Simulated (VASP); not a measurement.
# Sm: equation of state with PBE

Sm:

```
CELL_PARAMETERS angstrom
-1.81730 1.81730 2.56099
1.81730 -1.81730 2.56099
1.81730 1.81730 -2.56099
ATOMIC_POSITIONS crystal
Sm 0.00000 0.00000 0.00000
```

This isn't the form of Sm at room conditions, which is rhombohedral.

```yaml
Program: VASP 6.6.1
Task: equation of state
Functional: PBE
Potentials_or_basis: VASP PAW PBE potentials, release 64 (Sm)
Cutoff: 520 eV
k_mesh: 10 × 10 × 10
Occupations: fermi-dirac, width 0.05 eV
Spin: collinear spin, ferromagnetic start
Starting_moments: "[5.0] μB"
```

| Property | Result |
| --- | --- |
| Equilibrium volume | 38.50 Å³/atom (rough: see the caveat) |
| Bulk modulus at fixed shape and positions | 18.6 GPa (rough) |

Energy against volume, from the lowest point:
| volume (Å³/atom) | energy (meV/atom) |
| --- | --- |
| 31.802 | 75.78 |
| 32.478 | 57.14 |
| 33.155 | 41.13 |
| 33.832 | 27.57 |
| 34.508 | 16.32 |
| 35.185 | 7.18 |
| 35.861 | 0.00 |

All runs of the series together: 24 min on 1 thread of Intel(R) Xeon(R) Platinum 8488C (Sapphire Rapids) (shared host).

Caveat: the magnetic or orbital state may not be the lowest; the minimum lies outside the volumes run; the cell was scaled at fixed shape and fractional positions, which overstates the stiffness of a crystal with free parameters, most of all of layers and chains. The state reached can hang on the start; a lower one may exist.
